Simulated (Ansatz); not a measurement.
**SrVO3: single point with PBE**

The system is SrVO3.

```xyz
5
Lattice="3.8409 0.0000 0.0000 0.0000 3.8409 0.0000 0.0000 0.0000 3.8409" Properties=species:S:1:pos:R:3 pbc="T T T"
Sr    1.9204    1.9204    1.9204
V     0.0000    0.0000    0.0000
O     0.0000    0.0000    1.9204
O     0.0000    1.9204    0.0000
O     1.9204    0.0000    0.0000
```

- Program: Ansatz 0.2.0
- Task: single point
- Functional: PBE
- Potentials or basis: Ansatz PAW
- Cutoff: 420 eV (not typed: the program's choice for these potentials)
- k mesh: 7 × 7 × 7
- Occupations: gaussian, width 0.013 eV
- Spin: collinear spin, ferromagnetic start
- Starting moments: [0.0, 2.0, 0.0, 0.0, 0.0] μB

| Item | Value |
| --- | --- |
| Pressure | 2.4 GPa |
| Band gap on the k mesh | none (metal or under the smearing width) |
| Net moment | 0.10 μB per cell |
| Absolute moment | 0.11 μB per cell |
| Site moments | Sr +0.00; V +0.08; O -0.00 μB |

Levels at points of the mesh, in eV from the Fermi level:
Spin up:
| k point | band 18 | band 19 | band 20 | band 21 | band 22 | band 23 |
| --- | --- | --- | --- | --- | --- | --- |
| (0.00, 0.00, 0.00) | -2.33 | -2.33 | -2.33 | -0.90 | -0.90 | -0.90 |
Spin down:
| k point | band 17 | band 18 | band 19 | band 20 | band 21 | band 22 | band 23 | band 24 |
| --- | --- | --- | --- | --- | --- | --- | --- | --- |
| (0.00, 0.00, 0.00) | -3.19 | -2.33 | -2.33 | -2.33 | -0.79 | -0.79 | -0.79 | 1.42 |

It took 1.6 s on 2 threads of Intel(R) Xeon(R) 6975P-C (Granite Rapids) (shared host), peak memory 0.41 GiB.

Caveat: the pressure holds a Pulay correction of +0.7 GPa for the finite cutoff; semilocal functionals often make such compounds metallic where correlation or magnetic order opens a gap, which also shifts bond lengths; the starting moments weren't kept. With open d or f shells a metallic result of PBE can be an artefact of self-interaction; +U or a hybrid may open a gap.
